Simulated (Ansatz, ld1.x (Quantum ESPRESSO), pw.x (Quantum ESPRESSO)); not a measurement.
**Nd (Z = 60): one change to the ultrasoft potential, in the atom and in the sc crystal**

- Element: neodymium (Nd)
- Generator: ld1.x (Quantum ESPRESSO) 7.5
- Type: ultrasoft
- Functional: PBE
- Relativity: scalar-relativistic
- Frozen core: [Kr] 4d10
- Valence charge: 14
- Reference configuration: 4f3 5s2 5p6 5d1 6s2 6p0
- Partial waves: 5s (bound): rcut 1.85, rcutus 2.10 bohr; 6s (bound): rcut 1.85, rcutus 2.10 bohr; 5p (bound): rcut 2.60, rcutus 3.25 bohr; 6p (bound, empty): rcut 2.60, rcutus 3.25 bohr; 5d (bound): rcut 2.45, rcutus 3.40 bohr; 5d channel at 1.25 Ry: rcut 2.45, rcutus 3.40 bohr; 4f (bound): rcut 1.55, rcutus 1.65 bohr; 4f channel at 0.05 Ry: rcut 1.55, rcutus 1.65 bohr
- Local potential: all-electron potential smoothed inside 3.00 bohr (lloc = -2)
- Core correction: none
- Augmentation charge: PSQ, inside the norm-conserving radii

Change: local potential all-electron potential smoothed inside 3.20 bohr (lloc = -1).

Cutoffs, loose and tight: the cutoffs (Ry, on a coarse ladder) from which the occupation-weighted sum of valence levels, in a spherical-Bessel basis at the reference potential, stays within 10 and 1 mRy of its value at 400 Ry. They do not see the model core or the augmentation charge, which bear on the density cutoff. Test errors are all-electron minus pseudo excitation energies from the reference, over the configurations 4f4 5s2 5p6 5d0 6s2 6p0; 4f4 5s2 5p6 5d0 6s1 6p0; 4f4 5s2 5p6 5d0 6s0 6p0; 4f4 5s2 5p6 5d0 6s0 6p1; 4f3 5s2 5p6 5d1 6s1 6p0; 4f3 5s2 5p6 5d0 6s2 6p0; 4f5 5s2 5p6 5d0 6s0 6p0; variants that change the core or the reference have their own tests.

Crystal test: sc Nd in pw.x 7.5, no spin, 12³ k-points, Fermi–Dirac smearing 0.01 Ry, cutoffs set for each file from its atomic test. The reference is all-electron LAPW (Ansatz 0.2.0) with the same functional, mesh and smearing; V0 and B0 come from Birch–Murnaghan fits to the pressures at five volumes. Errors are pseudo minus all-electron; Δ is the rms difference of the E(V) curves that follow from these fits, minima aligned, over ±6 % about the mean V0. Mesh and smearing are coarse, so the numbers serve the comparison and aren't converged zero-temperature values; the lattice is a test structure that the element need not adopt. Spin polarisation and strong correlation are left out, which matters for this element.

All-electron: a0 = 2.637 Å (V0 = 18.34 Å³/atom), B0 = 104.2 GPa.

Does the change bring the crystal closer to the all-electron result?

The mean pressure error goes from +26.50 to +17.97 GPa, so the change moves the solid closer to the all-electron pressures. Neither pressure curve crosses zero within the volumes sampled, so no fits are given.

```csv
quantity,base,changed
outcome (atom),generated,generated
"cutoff, loose (atom)",45 Ry,45 Ry
"cutoff, tight (atom)",80 Ry,80 Ry
bound ghosts (atom),none,none
largest test error (meV) (atom),test run stopped at test 1 of 7 (negative rho),test run stopped at test 1 of 7 (negative rho)
cutoffs in pw.x (Ry),100/800,100/800
mean pressure error (GPa),+26.50,+17.97
```

Base: The largest radius (3.40 bohr) exceeds half the bond length (2.50 bohr), so the spheres overlap, which is one possible source of error among others. This is a poor potential for the solid. Atomic configuration tests: test run stopped at test 1 of 7 (negative rho). Changed file: The largest radius (3.40 bohr) exceeds half the bond length (2.50 bohr), so the spheres overlap, which is one possible source of error among others. This is a poor potential for the solid. Atomic configuration tests: test run stopped at test 1 of 7 (negative rho). The atomic cutoffs weigh occupied waves only.
